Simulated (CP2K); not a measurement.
# ZrSe2 in CP2K: the effect of functional

The system is ZrSe2, a slab with vacuum.

```
CELL_PARAMETERS angstrom
3.79800 0.00000 0.00000
-1.89900 3.28916 0.00000
0.00000 0.00000 24.28800
ATOMIC_POSITIONS crystal
Se 0.66667 0.33333 0.30879
Zr 0.00000 0.00000 0.37253
Se 0.33333 0.66667 0.43626
Se 0.66667 0.33333 0.56374
Zr 0.00000 0.00000 0.62747
Se 0.33333 0.66667 0.69121
```

Alike in all runs:

| Quantity | Value |
| --- | --- |
| Program | CP2K 2026.2 |
| Task | work function |
| Potentials or basis | POTENTIAL_UZH Se GTH-PBE-q6, Zr GTH-PBE-q12; DZVP-MOLOPT-PBE-GTH basis |
| Density cutoff | 9524 eV |
| k mesh | 6 × 6 × 1 |
| Occupations | fermi-dirac, width 0.05 eV |
| Spin | no spin polarisation |

```csv
functional,gap on the mesh (eV),largest force (eV/Å),work function (eV)
PBE,0.51,0.49,5.51
LDA,0.37,0.29,5.67
PBEsol,0.42,0.33,5.54
OLYP,0.61,0.39,5.25
AM05,?,?,?
WC,0.43,0.34,5.54
M06-L,0.78,0.60,5.61
```

Task: What does the run with functional AM05 give?

Result: gap on the mesh 0.43 eV; largest force 0.32 eV/Å; work function 5.46 eV.

Caveats: with a gap the Fermi level, and so the work function, lies anywhere in the gap; the basis of atomic orbitals isn't converged, which shifts pressures, moduli and gaps; the potentials were made for another functional, which shifts forces and pressure (some runs); meta-GGAs are noisy in the vacuum on a uniform grid, which can shift empty levels and the work function (some runs).

A k mesh can miss the band edges.
